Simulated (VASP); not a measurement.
# InAs (Fm-3m) in VASP: notebook

The runs below take InAs through single point, with LDA, PBE.

Program: VASP 6.6.1. These are calculated values, not measurements. Logs are shortened: lines on timing, memory, paths and dates and some standing lists are left out, and cuts for length are marked.

### Step 1. The structure

Symmetry: Fm-3m, No. 225, cubic system. Conventional cell: a = 5.755 Å, b = 5.755 Å, c = 5.755 Å, α = 90.00°, β = 90.00°, γ = 90.00°. Around In (site symmetry m-3m) lie 6 As at 2.88 Å. As (site symmetry m-3m) is surrounded by 6 In at 2.88 Å.

Measurements of this composition are mostly on another form, of space group No. 216.

### Step 2. Single point, LDA (grid = ENCUT=600 dk=0.45 cell=2x2x2 ISMEAR=0 SIGMA=0.05 LREAL=Auto EDIFF=1e-06)

The input, INCAR:

```
ALGO = Fast
EDIFF = 1E-6
ENCUT = 600
GGA = CA
ISIF = 2
ISMEAR = 0
LASPH = T
LCHARG = F
LREAL = Auto
LWAVE = F
NBANDS = 80
NELM = 120
PREC = Accurate
SIGMA = 0.05
```

The input, KPOINTS:

```
k-points
0
Gamma
  3 3 3
```

The input, POSCAR:

```
InAs
1.0
    0.0000000000      5.7546080000      5.7546080000
    5.7546080000      0.0000000000      5.7546080000
    5.7546080000      5.7546080000      0.0000000000
As In
8 8
Direct
    0.2500000000      0.2500000000      0.2500000000
    0.0000000000      0.0000000000      0.0000000000
    0.0000000000      0.5000000000      0.0000000000
    0.0000000000      0.5000000000      0.5000000000
    0.5000000000      0.0000000000      0.0000000000
    0.5000000000      0.0000000000      0.5000000000
    0.5000000000      0.5000000000      0.0000000000
    0.5000000000      0.5000000000      0.5000000000
    0.2500000000      0.2500000000      0.7500000000
    0.2500000000      0.7500000000      0.2500000000
    0.2500000000      0.7500000000      0.7500000000
    0.7500000000      0.2500000000      0.2500000000
    0.7500000000      0.2500000000      0.7500000000
    0.7500000000      0.7500000000      0.2500000000
    0.7500000000      0.7500000000      0.7500000000
    0.0000000000      0.0000000000      0.5000000000
```

Potentials or basis: VASP PAW LDA potentials, release 64 (As, In_d).

Command:

```
$ cat potpaw_LDA.64/As/POTCAR potpaw_LDA.64/In_d/POTCAR > POTCAR
$ mpirun -np 1 vasp_std > vasp.out
```

OUTCAR:

```text
EDIFF = 1E-6
   ENCUT = 600
   GGA = CA
   ISIF = 2
   ISMEAR = 0
   LASPH = T
   LREAL = Auto
   NELM = 120
   PREC = Accurate

 Found      6 irreducible k-points:

 Following reciprocal coordinates:
            Coordinates               Weight
  0.000000  0.000000  0.000000      1.000000
  0.333333  0.000000  0.000000      8.000000
  0.333333  0.333333  0.000000      2.000000
  0.000000  0.333333  0.333333      4.000000
 -0.333333  0.333333  0.000000      4.000000
  0.000000 -0.333333  0.333333      8.000000
   k-points           NKPTS =      6   k-points in BZ     NKDIM =      6   number of bands    NBANDS=     80
   number of dos      NEDOS =    301   number of ions     NIONS =     16
   total plane-waves  NPLWV = 343000
   dimension x,y,z NGX =    70 NGY =   70 NGZ =   70
   dimension x,y,z NGXF=   140 NGYF=  140 NGZF=  140
   ions per type =               8   8
   NGX,Y,Z   is equivalent  to a cutoff of  14.30, 14.30, 14.30 a.u.
   NGXF,Y,Z  is equivalent  to a cutoff of  28.60, 28.60, 28.60 a.u.
 SYSTEM =  unknown system
   PREC   = accura    normal or accurate (medium, high low for compatibility)
   ISTART =      0    job   : 0-new  1-cont  2-samecut
   ICHARG =      2    charge: 1-file 2-atom 10-const
   ISPIN  =      1    spin polarized calculation?
   LNONCOLLINEAR =      F non collinear calculations
   LSORBIT =      F    spin-orbit coupling
   LASPH  =      T    aspherical Exc in radial PAW
   ENCUT  =  600.0 eV  44.10 Ry    6.64 a.u.  16.25 16.25 16.25*2*pi/ulx,y,z
   NELM   =    120;   NELMIN=  2; NELMDL= -5     # of ELM steps
   EDIFF  = 0.1E-05   stopping-criterion for ELM
   LREAL  =      T    real-space projection
   EDIFFG = 0.1E-04   stopping-criterion for IOM
   NSW    =      0    number of steps for IOM
   IBRION =     -1    ionic relax: 0-MD 1-quasi-New 2-CG
   NFREE  =      0    steps in history (QN), initial steepest desc. (CG)
   ISIF   =      2    stress and relaxation
   ISYM   =      2    0-nonsym 1-usesym 2-fastsym
   POTIM  = 0.5000    time-step for ionic-motion
   TEBEG  =    0.0;   TEEND  =   0.0 temperature during run
   PSTRESS=    0.0 pullay stress
   NELECT =     144.0000    total number of electrons
   NUPDOWN=      -1.0000    fix difference up-down
   EMIN   =  10.00;   EMAX   =-10.00  energy-range for DOS
   EFERMI =   0.00;   METHOD = LEGACY
   ISMEAR =     0;   SIGMA  =   0.05  broadening in eV -4-tet -1-fermi 0-gaus
   EFERMI_NEDOS =   21; number of points for ismear=-14 and -15
   IALGO  =     68    algorithm
   IMIX   =      4    mixing-type and parameters
     AMIX     =   0.40;   BMIX     =  1.00
     AMIX_MAG =   1.60;   BMIX_MAG =  1.00
  volume/ion in A,a.u.               =      23.82       160.75
  Fermi-wavevector in a.u.,A,eV,Ry     =   1.183505  2.236499 19.057448  1.400683
  Thomas-Fermi vector in A             =   2.319738
   LORBIT       =      0    0 simple, 1 ext, 2 COOP (PROOUT), +10 PAW based schemes
   GGA     = CA    functional components
   LHFCALC =     F    Hartree Fock is set to
   AEXX    =    0.0000 exact exchange contribution
   IVDW    =     0    specifies the selected vdW correction
   LEPSILON=     F    determine dielectric tensor
   LRPA    =     F    only Hartree local field effects (RPA)
 non-spin polarized calculation
 RMM-DIIS sequential band-by-band and
 Gauss-broadening in eV      SIGMA  =   0.05
  energy-cutoff  :      600.00
  volume of cell :      381.13
 maximum number of plane-waves:     12758
 NGX is ok and might be reduce to    70

 number of electron     143.9999988 magnetization

 Free energy of the ion-electron system (eV)
  ---------------------------------------------------
  ext. energy  EPLUGINS =         0.00000000
  ---------------------------------------------------
  free energy    TOTEN  =       -68.82380034 eV

  energy without entropy =      -68.80654953  energy(sigma->0) =      -68.81517494

 E-fermi :   5.7500     XC(G=0): -10.3412

 val. band max:        5.7131656420   @ k =   0.0000   0.0000   0.0000
 cond. band min:       5.7512000643   @ k =   0.3333   0.0000   0.0000
 fundamental gap:      0.0380344223
 Fermi energy:         5.7499736206

 k-point     1 :       0.0000    0.0000    0.0000
  band No.  band energies     occupation
      1      -9.0309      2.00000
      2      -8.9934      2.00000
      3      -8.7761      2.00000
      4      -8.7619      2.00000
      5      -8.7619      2.00000
      6      -8.7153      2.00000
[... 72 lines left out ...]
     79       7.8748      0.00000
     80       7.9344      0.00000

 k-point     2 :       0.3333    0.0000    0.0000
  band No.  band energies     occupation
      1      -9.0353      2.00000
      2      -8.9995      2.00000
      3      -8.7725      2.00000
      4      -8.7590      2.00000
      5      -8.7579      2.00000
      6      -8.6825      2.00000
[... 72 lines left out ...]
     79       7.4211      0.00000
     80       8.2427      0.00000

 k-point     3 :       0.3333    0.3333    0.0000
  band No.  band energies     occupation
      1      -9.0302      2.00000
      2      -9.0178      2.00000
      3      -8.7757      2.00000
      4      -8.7549      2.00000
      5      -8.7549      2.00000
      6      -8.6776      2.00000
[... 72 lines left out ...]
     79       7.8777      0.00000
     80       8.1792      0.00000

 k-point     4 :       0.0000    0.3333    0.3333
  band No.  band energies     occupation
      1      -9.0482      2.00000
      2      -8.9956      2.00000
      3      -8.7688      2.00000
      4      -8.7614      2.00000
      5      -8.7550      2.00000
      6      -8.6751      2.00000
[... 72 lines left out ...]
     79       7.9853      0.00000
     80       8.2610      0.00000

 k-point     5 :      -0.3333    0.3333    0.0000
  band No.  band energies     occupation
      1      -9.0349      2.00000
      2      -9.0123      2.00000
      3      -8.7723      2.00000
      4      -8.7553      2.00000
      5      -8.7543      2.00000
      6      -8.6650      2.00000
[... 72 lines left out ...]
     79       7.9713      0.00000
     80       8.2981      0.00000

 k-point     6 :       0.0000   -0.3333    0.3333
  band No.  band energies     occupation
      1      -9.0486      2.00000
      2      -9.0006      2.00000
      3      -8.7687      2.00000
      4      -8.7582      2.00000
      5      -8.7548      2.00000
      6      -8.6617      2.00000
[... 72 lines left out ...]
     79       8.0558      0.00000
     80       8.5563      0.00000

------------------------ aborting loop because EDIFF is reached ----------------------------------------

  FORCE on cell =-STRESS in cart. coord.  units (eV):
  Direction    XX          YY          ZZ          XY          YZ          ZX
  --------------------------------------------------------------------------------------
  -------------------------------------------------------------------------------------
  Total      -10.6110415    -10.6110415    -10.1824034     -0.0000000      0.0000000      0.0000000
  in kB      -44.6058032    -44.6058032    -42.8039303     -0.0000000      0.0000000      0.0000000
  external PRESSURE =     -44.0051789 kB  Pullay stress =       0.0000000 kB

 VOLUME and BASIS-vectors are now :
 -----------------------------------------------------------------------------
  energy-cutoff  :      600.00
  volume of cell :      381.13
      direct lattice vectors                 reciprocal lattice vectors
     0.000000000  5.754608000  5.754608000    -0.086886891  0.086886891  0.086886891
     5.754608000  0.000000000  5.754608000     0.086886891 -0.086886891  0.086886891
     5.754608000  5.754608000  0.000000000     0.086886891  0.086886891 -0.086886891

 POSITION                                       TOTAL-FORCE (eV/Angst)
 -----------------------------------------------------------------------------------
      2.87730      2.87730      2.87730        -0.000000     -0.000000      0.732055
      0.00000      0.00000      0.00000        -0.000000     -0.000000     -0.014442
      2.87730      0.00000      2.87730        -0.000000      0.343664     -0.034501
      5.75461      2.87730      2.87730        -0.343664     -0.000000     -0.034501
      0.00000      2.87730      2.87730         0.343664     -0.000000     -0.034501
      2.87730      5.75461      2.87730        -0.000000     -0.343664     -0.034501
[... 8 lines left out ...]
      8.63191      8.63191      8.63191        -0.000000     -0.000000     -0.715249
      2.87730      2.87730      0.00000        -0.000000     -0.000000      0.528582
 -----------------------------------------------------------------------------------
    total drift:                                0.000000      0.000000     -0.000722

  FREE ENERGIE OF THE ION-ELECTRON SYSTEM (eV)
  ---------------------------------------------------
  free  energy   TOTEN  =       -68.8238003418 eV

  energy  without entropy=      -68.8065495341  energy(sigma->0) =      -68.81517494
```

OSZICAR:

```text
N       E                     dE             d eps       ncg     rms          rms(c)
DAV:   1     0.169034906313E+04    0.16903E+04   -0.68348E+04   960   0.234E+03
DAV:   2     0.228019996093E+03   -0.14623E+04   -0.14429E+04   960   0.627E+02
DAV:   3    -0.446535110031E+02   -0.27267E+03   -0.26184E+03  1072   0.255E+02
DAV:   4    -0.692255688058E+02   -0.24572E+02   -0.23803E+02  1168   0.699E+01
DAV:   5    -0.700500489658E+02   -0.82448E+00   -0.81497E+00  1168   0.125E+01    0.135E+01
RMM:   6    -0.688795954954E+02    0.11705E+01   -0.31576E+00  1122   0.777E+00    0.658E+00
RMM:   7    -0.688311186447E+02    0.48477E-01   -0.13339E+00  1269   0.347E+00    0.176E+00
RMM:   8    -0.688193040802E+02    0.11815E-01   -0.17683E-01  1176   0.266E+00    0.109E+00
RMM:   9    -0.688235340658E+02   -0.42300E-02   -0.71848E-02  1549   0.110E+00    0.128E+00
RMM:  10    -0.688244599032E+02   -0.92584E-03   -0.12621E-02  1497   0.475E-01    0.737E-01
RMM:  11    -0.688238586631E+02    0.60124E-03   -0.53998E-03  1309   0.268E-01    0.791E-01
RMM:  12    -0.688237536962E+02    0.10497E-03   -0.17142E-03  1477   0.169E-01    0.744E-02
RMM:  13    -0.688237933396E+02   -0.39643E-04   -0.57776E-04  1598   0.740E-02    0.143E-01
RMM:  14    -0.688238029197E+02   -0.95801E-05   -0.10165E-04  1567   0.346E-02    0.609E-02
RMM:  15    -0.688238037063E+02   -0.78662E-06   -0.31495E-05  1300   0.291E-02    0.101E-01
RMM:  16    -0.688238010066E+02    0.26997E-05   -0.15798E-05  1140   0.135E-02    0.690E-02
RMM:  17    -0.688238003418E+02    0.66479E-06   -0.60363E-06   850   0.975E-03
   1 F= -.68823800E+02 E0= -.68815175E+02  d E =-.172508E-01
```

Run time: 4.9 min. Hardware: 1 thread of Intel Xeon 6975P-C (Granite Rapids), shared host; peak memory 0.57 GiB.

These settings aren't checked as converged: the numbers below hold their error.

What came out:

* Free energy: -68.8238 eV
* Pressure: -4.4 GPa
* Largest force: 0.799 eV/Å
* Band gap on the k mesh: none (metal or under the smearing width)

### Step 3. Single point, PBE, spin-orbit coupling, no magnetisation

This run uses another cell than the first one: it holds 2 atoms, not 16.

The input, INCAR:

```
ALGO = Normal ; EDIFF = 1E-7
ENCUT = 520 ; GGA = PE
GGA_COMPAT = F ; ISIF = 2
ISMEAR = 0 ; LASPH = T
LCHARG = F ; LORBIT = 11
LREAL = F ; LSORBIT = T
LWAVE = F ; MAGMOM = 0 0 0 0 0 0
NBANDS = 34 ; NELM = 100
PREC = Accurate ; SIGMA = 0.02
```

The input, KPOINTS:

```
k-points
0
Gamma
  10 10 10
```

The input, POSCAR:

```
InAs
1.0
    0.0000000000      2.8773040000      2.8773040000
    2.8773040000      0.0000000000      2.8773040000
    2.8773040000      2.8773040000      0.0000000000
In As
1 1
Direct
    0.5000000000      0.5000000000      0.5000000000
    0.0000000000      0.0000000000      0.0000000000
```

Potentials or basis: VASP PAW PBE potentials, release 64 (In_d, As).

Command:

```
$ cat potpaw_PBE.64/In_d/POTCAR potpaw_PBE.64/As/POTCAR > POTCAR
$ mpirun -np 1 vasp_ncl > vasp.out
```

OUTCAR:

```text
EDIFF = 1E-7
   ENCUT = 520
   GGA = PE
   ISIF = 2
   ISMEAR = 0
   LASPH = T
   LORBIT = 11
   LREAL = F
   LSORBIT = T
   NELM = 100
   PREC = Accurate

 Found     47 irreducible k-points:

 Following reciprocal coordinates:
            Coordinates               Weight
  0.000000  0.000000  0.000000      1.000000
  0.100000  0.000000  0.000000      8.000000
  0.200000  0.000000  0.000000      8.000000
  0.300000  0.000000  0.000000      8.000000
  0.400000  0.000000  0.000000      8.000000
  0.500000  0.000000  0.000000      4.000000
   k-points           NKPTS =     47   k-points in BZ     NKDIM =     47   number of bands    NBANDS=     34
   number of dos      NEDOS =    301   number of ions     NIONS =      2
   total plane-waves  NPLWV =  27000
[... 344 lines left out ...]
     0.0000000     0.0000000     0.0000000     0.0000000     0.0000000     0.0000000     0.0000000
     0.0000000     0.0000000     0.0000000     0.0000000     0.0000000     0.0000000     0.0000000
     0.0000000     0.0000000     0.0000000     0.0000000     0.0000000     0.0000000     0.0000000
     0.0000000     0.0000000     0.0000000     0.0000000     0.0000000     0.0000000     0.0000000
     0.0000000     0.0000000     0.0000000     0.0000000     0.0000000     0.0000000     0.0000000
     0.0000000     0.0000000     0.0000000     0.0000000     0.0000000     0.0000000     0.0000000
     0.0000000     0.0000000     0.0000000     0.0000000     0.0000000     0.0000000     0.0000000

 total charge

# of ion       s       p       d       tot
------------------------------------------
    1        0.876   0.556   9.880  11.312
    2        1.265   1.438   0.023   2.726
--------------------------------------------------
tot          2.141   1.994   9.903  14.038

 magnetization (x)

# of ion       s       p       d       tot
------------------------------------------
    1       -0.000   0.000   0.000  -0.000
    2        0.000   0.000   0.000   0.000
--------------------------------------------------
tot         -0.000   0.000   0.000  -0.000

 magnetization (y)

# of ion       s       p       d       tot
------------------------------------------
    1       -0.000   0.000   0.000  -0.000
    2        0.000   0.000   0.000   0.000
--------------------------------------------------
tot         -0.000   0.000   0.000  -0.000

 magnetization (z)

# of ion       s       p       d       tot
------------------------------------------
    1        0.000   0.000   0.000   0.000
    2       -0.000   0.000   0.000  -0.000
--------------------------------------------------
tot          0.000   0.000   0.000   0.000
```

OSZICAR:

```text
N       E                     dE             d eps       ncg     rms          rms(c)
DAV:   1     0.155086726789E+03    0.15509E+03   -0.78869E+03  3238   0.124E+03
DAV:   2     0.100548300920E+02   -0.14503E+03   -0.13692E+03  3244   0.338E+02
DAV:   3    -0.681670612430E+01   -0.16872E+02   -0.16425E+02  3824   0.114E+02
DAV:   4    -0.753031502706E+01   -0.71361E+00   -0.70964E+00  3806   0.229E+01
DAV:   5    -0.755669856083E+01   -0.26384E-01   -0.26375E-01  4968   0.435E+00    0.360E+00
DAV:   6    -0.739465699289E+01    0.16204E+00   -0.22403E-01  4458   0.846E+00    0.191E+00
DAV:   7    -0.738833665457E+01    0.63203E-02   -0.79836E-02  4928   0.214E+00    0.677E-01
DAV:   8    -0.738839568574E+01   -0.59031E-04   -0.46148E-03  4048   0.770E-01    0.378E-01
DAV:   9    -0.738855277903E+01   -0.15709E-03   -0.46473E-04  4004   0.188E-01    0.850E-02
DAV:  10    -0.738858971560E+01   -0.36937E-04   -0.10718E-04  4538   0.182E-01    0.402E-02
DAV:  11    -0.738859941482E+01   -0.96992E-05   -0.17788E-05  4046   0.415E-02    0.126E-02
DAV:  12    -0.738860055126E+01   -0.11364E-05   -0.45891E-06  4062   0.254E-02    0.625E-03
DAV:  13    -0.738860050440E+01    0.46864E-07   -0.31039E-07  3752   0.461E-03
   1 F= -.73886005E+01 E0= -.73885677E+01  d E =-.657086E-04  mag=    -0.0000     0.0000    -0.0000
```

stdout:

```text
POSCAR found type information on POSCAR InAs
 POSCAR found :  2 types and       2 ions
 scaLAPACK will be used
 LDA part: xc-table for (Slater+PW92), standard interpolation
 POSCAR, INCAR and KPOINTS ok, starting setup
 FFT: planning ... GRIDC
 FFT: planning ... GRID_SOFT
 FFT: planning ... GRID
 WAVECAR not read
 entering main loop
```

Run time: 86 s. Hardware: 1 thread of AMD EPYC 9R45 (Zen 5), shared host; peak memory 0.31 GiB.

These settings aren't checked as converged: the numbers below hold their error.

Results:

```
Free energy                                           : -7.3886 eV
Pressure                                              : -0.2 GPa
Valence electrons inside the program's atomic spheres : In 11.31; As 2.73
```

### Step 4. For comparison

An earlier run on the cell as given: functional PBE; potentials or basis VASP PAW PBE potentials, release 64 (In_d, As); cutoff 520 eV; k mesh 8 × 8 × 8; occupations fermi-dirac, width 0.05 eV; no spin polarisation.

* Pressure: 0.0 GPa
* Band gap on the k mesh: none (metal or under the smearing width)
